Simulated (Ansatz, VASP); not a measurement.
# CdSe: VASP beside Ansatz

POSCAR

```
CdSe
1.0
    0.0000000000      3.0677809642      3.0677809642
    2.9143919160      0.0000000000      3.0677809642
    2.9143919160      3.0677809642      0.0000000000
Cd Se
1 1
Direct
    0.0000000000      0.0000000000      0.0000000000
    0.2500000000      0.2500000000      0.2500000000
```

Contents of INCAR.step1:

```
ALGO     = Normal         # electronic algorithm
EDIFF    = 1E-4           # SCF threshold, eV
ENCUT    = 520            # plane-wave cutoff, eV
GGA      = PE             # functional
ISMEAR   = 0              # smearing method
LASPH    = T              # aspherical terms in the spheres
LCHARG   = F              # write CHGCAR
LREAL    = F              # projectors in reciprocal space
LWAVE    = T              # write WAVECAR
NBANDS   = 16             # bands
NELM     = 60             # most SCF steps
PREC     = Accurate       # precision mode
SIGMA    = 0.01           # smearing width, eV
```

INCAR.step2

```
ALGO     = Normal         # electronic algorithm
EDIFF    = 1E-6           # SCF threshold, eV
ENCUT    = 520            # plane-wave cutoff, eV
ISIF     = 2              # what is computed and relaxed
ISMEAR   = 0              # smearing method
ISTART   = 1            
LASPH    = T              # aspherical terms in the spheres
LCHARG   = F              # write CHGCAR
LMIXTAU  = T            
LREAL    = F              # projectors in reciprocal space
LWAVE    = F              # write WAVECAR
METAGGA  = R2SCAN         # meta-GGA
NBANDS   = 16             # bands
NELM     = 60             # most SCF steps
PREC     = Accurate       # precision mode
SIGMA    = 0.01           # smearing width, eV
```

KPOINTS

```
k-points
0
Gamma
  8 8 8
```

Input for Ansatz:

```yaml
crystal:
  lattice:
    - [0.0, 3.0677809642, 3.0677809642]
    - [2.914391916, 0.0, 3.0677809642]
    - [2.914391916, 3.0677809642, 0.0]
  atoms:
    - { symbol: Cd, position: [0.0, 0.0, 0.0] }
    - { symbol: Se, position: [0.25, 0.25, 0.25] }
kpoints:
  mp_grid: { grid: [8, 8, 8] }
  band_path:
    path:
      - [0.0, 0.0, 0.0]
      - [-0.5, -0.5, 0.0]
      - [-0.375, -0.375, 0.25]
      - [-0.375, 0.0, 0.375]
      - [0.0, 0.0, 0.5]
      - [-0.5, -0.25, 0.25]
    npoints: 1
hamiltonian:
  xc: r2scan
scf:
  occupations: { method: fixed }
  n_extra_bands: 4
output:
  forces: true
  stress: true
  eigenvalues: true
```

Change from the starting cell: uniaxial_x strain -5.0%.

Alike in both runs: task single point; functional r2SCAN; k mesh 8 × 8 × 8; no spin polarisation.

```csv
,VASP,Ansatz
version,VASP 6.6.1,Ansatz 0.2.0
potentials or method,"VASP PAW PBE potentials, release 64 (Cd, Se)","plane waves, PAW"
plane-wave cutoff (eV),520,500
occupations,"gaussian, width 0.01 eV",fixed
valence electrons in the cell,18,36
```

VASP gave:

```
gap on the k mesh at the Fermi level (eV)       : 1.04
pressure (GPa)                                  : 3.1
largest component of the traceless stress (GPa) : 0.40
```

Question: Which values does Ansatz return?

Answer: gap on the k mesh at the Fermi level (eV): 1.05; pressure (GPa): 2.8; largest component of the traceless stress (GPa): 0.41.

The two sets of potentials don't hold the same shells in valence.

Caveats: the PAW data sets were made with another functional, which shifts forces and pressure a little (VASP).
